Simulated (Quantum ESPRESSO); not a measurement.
# Al2Cu (P4/mmm) in Quantum ESPRESSO: single point with PBE

Aim: the single point of Al2Cu with PBE.

All numbers are computed with Quantum ESPRESSO 7.5; they aren't measurements. Logs are shortened: lines on timing, memory, paths and dates and some standing lists are left out, and cuts for length are marked.

**1. The crystal as given**

It takes space group P4/mmm (No. 123, tetragonal). Conventional cell: a = 4.105 Å, b = 4.105 Å, c = 2.891 Å, α = 90.00°, β = 90.00°, γ = 90.00°. Cu (site symmetry 4/mmm) has 8 Al at 2.51 Å as nearest neighbours. Al (site symmetry mmm) has 4 Cu at 2.51 Å as nearest neighbours.

The cell comes from a database or a generator and needn't be the stable form of this composition.

**2. Single point, PBE**

Contents of run.py:

```python
import numpy as np
from ase.calculators.espresso import Espresso, EspressoProfile
from ase.io import read

atoms = read('Al2Cu.cif')

input_data = {
    'control': {'calculation': 'scf', 'prefix': 'pwscf', 'outdir': './tmp', 'tprnfor': True, 'tstress': True, 'disk_io': 'nowf'},
    'system': {'ecutwfc': 55.0, 'ecutrho': 440.0, 'nbnd': 15, 'occupations': 'smearing', 'smearing': 'fd', 'degauss': 0.00367493},
    'electrons': {'conv_thr': 6e-10, 'electron_maxstep': 120, 'mixing_beta': 0.5},
}
pseudopotentials = {'Cu': 'Cu.paw.z_11.ld1.psl.v1.0.0-low.upf', 'Al': 'Al.pbe-n-kjpaw_psl.1.0.0.UPF'}
profile = EspressoProfile(command='pw.x', pseudo_dir='pseudo')
dft = Espresso(profile=profile, input_data=input_data, pseudopotentials=pseudopotentials, kpts=(7, 7, 9), koffset=(0, 0, 0))
atoms.calc = dft

print(f'energy {atoms.get_potential_energy():.8f} eV')
print('forces (eV/A)')
print(np.round(atoms.get_forces(), 6))
print('stress (eV/A^3, Voigt)')
print(np.round(atoms.get_stress(), 8))
print(f'Fermi level {dft.get_fermi_level():.4f} eV')
```

Contents of Al2Cu.cif:

```cif
data_Al2Cu
_cell_length_a 4.10518200
_cell_length_b 4.10518200
_cell_length_c 2.89131300
_cell_angle_alpha 90.00000000
_cell_angle_beta 90.00000000
_cell_angle_gamma 90.00000000
_space_group_name_H-M_alt 'P1'
_space_group_name_Hall 'P 1'
_space_group_IT_number 1
loop_
_space_group_symop_operation_xyz
'x,y,z'
loop_
_atom_site_label
_atom_site_type_symbol
_atom_site_symmetry_multiplicity
_atom_site_Wyckoff_symbol
_atom_site_fract_x
_atom_site_fract_y
_atom_site_fract_z
_atom_site_occupancy
Cu1 Cu 1 a 0.0000000000 0.0000000000 0.0000000000 1
Al1 Al 1 a 0.0000000000 0.5000000000 0.5000000000 1
Al2 Al 1 a 0.5000000000 0.0000000000 0.5000000000 1
```

Potentials or basis: SSSP 1.3 efficiency PBE.

Launch:

```sh
$ OMP_NUM_THREADS=1 python run.py
```

Output:

```text
energy -3974.33609578 eV
forces (eV/A)
[[0. 0. 0.]
 [0. 0. 0.]
 [0. 0. 0.]]
stress (eV/A^3, Voigt)
[-0.00468169 -0.00468169  0.00114127 -0.         -0.         -0.        ]
Fermi level 8.3251 eV
```

espresso.pwi:

```text
&CONTROL
   calculation      = 'scf'
   tstress          = .true.
   tprnfor          = .true.
   outdir           = './tmp'
   prefix           = 'pwscf'
   disk_io          = 'nowf'
   pseudo_dir       = 'pseudo'
/
&SYSTEM
   nbnd             = 15
   ecutwfc          = 55.0
   ecutrho          = 440.0
   occupations      = 'smearing'
   degauss          = 0.00367493
   smearing         = 'fd'
   ntyp             = 2
   nat              = 3
   ibrav            = 0
/
&ELECTRONS
   electron_maxstep = 120
   conv_thr         = 6e-10
   mixing_beta      = 0.5
/
&IONS
/
&CELL
/
&FCP
/
&RISM
/
ATOMIC_SPECIES
Cu 63.546 Cu.paw.z_11.ld1.psl.v1.0.0-low.upf
Al 26.9815385 Al.pbe-n-kjpaw_psl.1.0.0.UPF

K_POINTS automatic
7 7 9  0 0 0

CELL_PARAMETERS angstrom
4.10518200000000 0.00000000000000 0.00000000000000
0.00000000000000 4.10518200000000 0.00000000000000
0.00000000000000 0.00000000000000 2.89131300000000

ATOMIC_POSITIONS angstrom
Cu 0.0000000000 0.0000000000 0.0000000000  
Al 0.0000000000 2.0525910000 1.4456565000  
Al 2.0525910000 0.0000000000 1.4456565000
```

espresso.pwo:

```text
This program is part of the open-source Quantum ESPRESSO suite
     for quantum simulation of materials; please cite
         "P. Giannozzi et al., J. Phys.:Condens. Matter 21 395502 (2009);
         "P. Giannozzi et al., J. Phys.:Condens. Matter 29 465901 (2017);
         "P. Giannozzi et al., J. Chem. Phys. 152 154105 (2020);
     in publications or presentations arising from this work. More details at

Warning: card &CELL ignored
Warning: card &FCP ignored
Warning: card &RISM ignored

     file Cu.paw.z_11.ld1.psl.v1.0.0-low.upf: wavefunction(s)  4S 3D renormalized
     file Al.pbe-n-kjpaw_psl.1.0.0.UPF: wavefunction(s)  3S 3P renormalized
     Message from routine setup:
     using ibrav=0 with symmetry is DISCOURAGED, use correct ibrav instead

     G-vector sticks info
     --------------------
     sticks:   dense  smooth     PW     G-vecs:    dense   smooth      PW
     Sum        2093    1049    317                51281    18153    2987

     Using Slab Decomposition

     bravais-lattice index     =            0
     lattice parameter (alat)  =       7.7577  a.u.
     unit-cell volume          =     328.8187 (a.u.)^3
     number of atoms/cell      =            3
     number of atomic types    =            2
     number of electrons       =        17.00
     number of Kohn-Sham states=           15
     kinetic-energy cutoff     =      55.0000  Ry
     charge density cutoff     =     440.0000  Ry
     scf convergence threshold =      6.0E-10
     mixing beta               =       0.5000
     number of iterations used =            8  plain     mixing
     Exchange-correlation= SLA  PW   PBX  PBC
                           (   1   4   3   4   0   0   0)

     celldm(1)=   7.757670  celldm(2)=   0.000000  celldm(3)=   0.000000
     celldm(4)=   0.000000  celldm(5)=   0.000000  celldm(6)=   0.000000

     crystal axes: (cart. coord. in units of alat)
               a(1) = (   1.000000   0.000000   0.000000 )
               a(2) = (   0.000000   1.000000   0.000000 )
               a(3) = (   0.000000   0.000000   0.704308 )

[... 35 lines left out ...]
     Al                3.00    26.98154     Al( 1.00)

     16 Sym. Ops., with inversion, found

   Cartesian axes

     site n.     atom                  positions (alat units)
         1        Cu     tau(   1) = (   0.0000000   0.0000000   0.0000000  )
         2        Al     tau(   2) = (   0.0000000   0.5000000   0.3521541  )
         3        Al     tau(   3) = (   0.5000000   0.0000000   0.3521541  )

     number of k points=    50  Fermi-Dirac smearing, width (Ry)=  0.0037
                       cart. coord. in units 2pi/alat
        k(    1) = (   0.0000000   0.0000000   0.0000000), wk =   0.0045351
        k(    2) = (   0.0000000   0.0000000   0.1577592), wk =   0.0090703
        k(    3) = (   0.0000000   0.0000000   0.3155185), wk =   0.0090703
        k(    4) = (   0.0000000   0.0000000   0.4732777), wk =   0.0090703
        k(    5) = (   0.0000000   0.0000000   0.6310369), wk =   0.0090703
        k(    6) = (   0.0000000   0.1428571   0.0000000), wk =   0.0181406
[... 42 lines left out ...]
        k(   49) = (   0.4285714   0.4285714   0.4732777), wk =   0.0362812
        k(   50) = (   0.4285714   0.4285714   0.6310369), wk =   0.0362812

     Dense  grid:    51281 G-vectors     FFT dimensions: (  54,  54,  40)

     Smooth grid:    18153 G-vectors     FFT dimensions: (  40,  40,  25)

     Initial potential from superposition of free atoms

     starting charge      16.9952, renormalised to      17.0000
     Starting wfcs are   17 randomized atomic wfcs

     Self-consistent Calculation

     iteration #  1     ecut=    55.00 Ry     beta= 0.50
     Davidson diagonalization with overlap
     ethr =  1.00E-02,  avg # of iterations =  6.0

     total energy              =    -292.02679880 Ry
     estimated scf accuracy    <       0.17822494 Ry
[... 71 lines left out ...]
     iteration # 12     ecut=    55.00 Ry     beta= 0.50
     Davidson diagonalization with overlap
     ethr =  3.95E-12,  avg # of iterations =  2.9

     End of self-consistent calculation

          k = 0.0000 0.0000 0.0000 (  2273 PWs)   bands (ev):

    -2.2280   2.9288   3.4506   4.1098   4.3052   4.3052   5.9312   5.9312
     8.2272   9.2142  14.2648  14.4820  14.4820  15.3474  15.4248
[... 243 lines left out ...]
     2.6965   2.7898   4.0262   4.0610   4.2136   4.4217   5.8615   5.9561
     7.1920   7.9652   8.6227   9.0555  11.2799  19.1468  20.3300

     the Fermi energy is     8.3251 ev

!    total energy              =    -292.10834079 Ry
     total all-electron energy =     -4281.273670 Ry
     estimated scf accuracy    <          8.0E-12 Ry
     smearing contrib. (-TS)   =      -0.00087819 Ry
     internal energy E=F+TS    =    -292.10746260 Ry

     The total energy is F=E-TS. E is the sum of the following terms:
     one-electron contribution =     -68.12658387 Ry
     hartree contribution      =      51.60886878 Ry
     xc contribution           =     -49.74135321 Ry
     ewald contribution        =     -66.61854788 Ry
     one-center paw contrib.   =    -159.22984641 Ry

     convergence has been achieved in  12 iterations

     Forces acting on atoms (cartesian axes, Ry/au):

     atom    1 type  1   force =     0.00000000    0.00000000    0.00000000
     atom    2 type  2   force =     0.00000000    0.00000000    0.00000000
     atom    3 type  2   force =     0.00000000    0.00000000    0.00000000

     Total force =     0.000000     Total SCF correction =     0.000000

     Computing stress (Cartesian axis) and pressure

          total   stress  (Ry/bohr**3)                   (kbar)     P=        4.39
   0.00005099   0.00000000   0.00000000            7.50        0.00        0.00
   0.00000000   0.00005099   0.00000000            0.00        7.50        0.00
   0.00000000   0.00000000  -0.00001243            0.00        0.00       -1.83

=------------------------------------------------------------------------------=
   JOB DONE.
=------------------------------------------------------------------------------=
```

Wall time 45 s (1 thread of Arm Neoverse V2, shared host); peak memory 0.24 GiB.

What came out:

```yaml
Free_energy: -3974.3364 eV
Pressure: 0.4 GPa
Band_gap_on_the_k_mesh: none (metal or under the smearing width)
```

**3. For comparison**

An earlier run on the cell as given: functional PBE; potentials or basis SSSP 1.3 efficiency PBE; cutoff 748 eV; density cutoff 5987 eV; k mesh 7 × 7 × 9; occupations fermi-dirac, width 0.05 eV; no spin polarisation.

* Pressure: 0.4 GPa
* Band gap on the k mesh: none (metal or under the smearing width)
